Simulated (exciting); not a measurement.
Set up this calculation in exciting (release sodium), as the native input.

- Task: band structure
- Functional: PBE
- Potentials or basis: all-electron LAPW+lo, shipped species files, valence relativity iora*
- rgkmax: 9
- k mesh: 10 × 10 × 5
- Occupations: fermi-dirac, width 0.05 eV
- Spin: no spin polarisation
- outputlevel: low
- gmaxvr (cutoff of density and potential): 14 1/bohr
- lmaxapw (and lmaxmat): 10
- lmaxvr: 8
- nempty: 18
- Valence relativity: iora*
- epsengy: 1e-05 Ha
- epspot: 1e-05 Ha
- maxscl: 60
- Muffin-tin radii: Hf 2.3 bohr

Crystal: Hf.

```
Hf
1.0
     3.19670    0.00000    0.00000
    -1.59835    2.76842    0.00000
     0.00000    0.00000    5.05780
Hf
2
Direct
  0.66667 0.33333 0.75000
  0.33333 0.66667 0.25000
```

These files were run (other wordings do the same):

input.xml

```xml
<input>
  <title>Hf</title>
  <structure speciespath="./" tshift="false">
    <crystal scale="1">
      <basevect>6.040887502591 0.000000000000 0.000000000000</basevect>
      <basevect>-3.020443751296 5.231562038690 0.000000000000</basevect>
      <basevect>0.000000000000 0.000000000000 9.557856793132</basevect>
    </crystal>
    <species speciesfile="Hf.xml" rmt="2.3">
      <atom coord="0.666666666700 0.333333333300 0.750000000000"/>
      <atom coord="0.333333333300 0.666666666700 0.250000000000"/>
    </species>
  </structure>
  <groundstate do="fromscratch" ngridk="10 10 5" rgkmax="9" gmaxvr="14" lmaxapw="10" lmaxmat="10" lmaxvr="8" xctype="GGA_PBE" stype="Fermi Dirac" swidth="0.00183747" nempty="18" ValenceRelativity="iora*" epsengy="1e-05" epspot="1e-05" maxscl="60" outputlevel="low"/>
  <properties>
    <bandstructure>
      <plot1d>
        <path steps="80">
          <point coord="0 0 0" label="G"/>
          <point coord="0.5 0 0" label="M"/>
          <point coord="0.3333333333 0.3333333333 0" label="K"/>
          <point coord="0 0 0" label="G"/>
          <point coord="0 0 0.5" label="A"/>
          <point coord="0.5 0 0.5" label="L"/>
          <point coord="0.3333333333 0.3333333333 0.5" label="H"/>
          <point coord="0 0 0.5" label="A" breakafter="true"/>
          <point coord="0.5 0 0.5" label="L"/>
          <point coord="0.5 0 0" label="M" breakafter="true"/>
          <point coord="0.3333333333 0.3333333333 0" label="K"/>
          <point coord="0.3333333333 0.3333333333 0.5" label="H"/>
        </path>
      </plot1d>
    </bandstructure>
    <dos nwdos="300" winddos="-0.6 0.5" inttype="tetra" ngrdos="100" nsmdos="0" lmirep="true"/>
  </properties>
</input>
```

Potentials or basis: all-electron LAPW+lo, shipped species files, valence relativity iora*.

Launch:

```sh
$ OMP_NUM_THREADS=1 exciting_smp
```

It gave:

* Band gap on the k mesh: none (metal or under the smearing width)

Caveat: the log's total energy holds no entropy term; the free energy is that total less TS from the occupations; the tetrahedron DOS on this energy grid can lose part of the weight of narrow d or f bands; spin-orbit coupling is left out, which moves the levels of the heavy elements.

It took 2.5 min on 1 thread of Arm Neoverse V2, on a shared host, peak memory 0.14 GiB.
